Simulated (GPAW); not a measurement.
The system is Au.

```
Au
1.0
     0.00000    2.03500    2.03500
     2.03500    0.00000    2.03500
     2.03500    2.03500    0.00000
Au
1
Direct
  0.00000 0.00000 0.00000
```

| Property | Result |
| --- | --- |
| Program | GPAW 26.7.0 |
| Task | single point |
| Functional | PBE |
| Potentials or basis | GPAW PAW data sets (gpaw-data 1.2.1) |
| Cutoff | 600 eV |
| Basis | pw |
| k mesh | 11 × 11 × 11 |
| Occupations | fermi-dirac, width 0.05 eV |
| Spin | no spin polarisation |

On this cell: pressure 13.3 GPa; band gap on the k mesh none (metal or under the smearing width).

The same run follows on a disturbed copy (cell strained at random at fixed volume):

```
Au
1.0
     0.05952    2.03278    2.02390
     2.06284    0.03015    2.05328
     2.07413    2.07344    0.01886
Au
1
Direct
  0.99810 0.99583 0.01853
```

Question: What changes?

Answer: The energy (extrapolated to zero smearing) moves by +7.2 meV/atom; pressure 13.5 GPa; band gap on the k mesh none (metal or under the smearing width).

Stress tensor (GPa, compression positive):
```
13.67 -2.42 -1.75
-2.42 13.50  0.28
-1.75  0.28 13.45
```

Caveats: with this Au data set, volumes or pressures lay over 1.5 % or 2 GPa off other programs in two to four cells of ten.
